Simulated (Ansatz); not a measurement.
**Structure types of Ti compared at 130 GPa**

Structure types of Ti are relaxed in primitive cells with their symmetry kept at 130 GPa, first on PAW files, then by LAPW. The enthalpy is E + pV at zero temperature, without zero-point motion. Only the types listed were tried, and differences under about 5 meV/atom are mesh noise. The real phase may be another.

Computed with Ansatz 0.2.0; functional PBE, scalar-relativistic. Settings: Fermi–Dirac smearing of 0.1 eV, no spin polarisation. Methods: LAPW: all electrons, basis error target 0.5 meV/atom; PAW: frozen-core files, cutoff 420 eV.

k meshes: fcc 19×19×19, bcc 20×20×20, hcp 18×18×10, diamond 14×14×14, beta tin 18×18×18, omega 9×9×13.

Task: Which type is lowest in enthalpy, and by how much?

Result: bcc, 50 meV/atom below omega. The whole table:

```csv
start type,ends as,"a, b, c (Å)",V (Å³/atom),"H − H(lowest), LAPW (meV/atom)","same, PAW"
fcc,"fcc, Fm-3m","3.451, 3.451, 3.451",10.28,111.6,112.7
bcc,"bcc, Im-3m","2.716, 2.716, 2.716",10.02,0.0,0.0
hcp,"hcp, P6_3/mmc","2.325, 2.325, 4.364",10.21,115.6,116.3
diamond,"diamond, Fd-3m","4.374, 4.374, 4.374",10.46,2800.7,2795.7
beta tin,"beta tin, I4_1/amd","4.102, 4.102, 2.405",10.12,325.0,326.2
omega,"omega, P6/mmm","3.862, 3.862, 2.413",10.39,49.9,50.7
```

Task: Split the lead of bcc over omega into energy and pV.

Result: For omega less bcc: ΔE = -250.4 meV/atom, and p·ΔV = 130 GPa × +0.3701 Å³ × 6.242 meV/(GPa·Å³) = +300.3 meV/atom, together 49.9 meV/atom. bcc wins by its smaller volume, against the internal energy.
